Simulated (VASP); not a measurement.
Here is a VASP 6.6.1 calculation.

Contents of INCAR:

```
  ALGO = Normal
  EDIFF = 1E-7
  ENCUT = 520
  GGA = PS
  ISIF = 2
  ISMEAR = 0
  LASPH = True
  LCHARG = True
  LELF = True
  LREAL = False
  LVHAR = True
  LWAVE = False
  NBANDS = 28
  NELM = 100
  PREC = Accurate
  SIGMA = 0.1
```

File KPOINTS:

```
k-points
0
Gamma
  6 6 4
```

POSCAR

```
Pt
1.0
    2.6505953947     -1.7518407881      0.0000000000
    2.6505953947      1.7518407881      0.0000000000
    0.0000000000      0.0000000000      7.1461951648
Pt
4
Direct
    0.8500000000      0.1500000000      0.1170000000
    0.6500000000      0.3500000000      0.6170000000
    0.1500000000      0.8500000000      0.8830000000
    0.3500000000      0.6500000000      0.3830000000
```

Potentials or basis: VASP PAW PBE potentials, release 64 (Pt).

The run is started by

```sh
$ cat potpaw_PBE.64/Pt/POTCAR > POTCAR
$ mpirun -np 1 vasp_std > vasp.out
```

Question: What does it give for the band gap on the k mesh?

Answer: None (metal or under the smearing width).

Question: Estimate the pressure.

Answer: 50.8 GPa.

Question: Estimate the largest force.

Answer: 17.608 eV/Å.

Stress tensor (GPa, compression positive):
```
-20.41   0.00   0.00
  0.00  47.58   0.00
  0.00   0.00 125.15
```

Caveat: a pressure of tens of GPa on the cell as given is suspect, and the run, the potentials or the cell itself is likely at fault; the PAW data sets were made with another functional, which shifts forces and pressure a little. Spin-orbit coupling is left out, which matters for the levels of Pt.
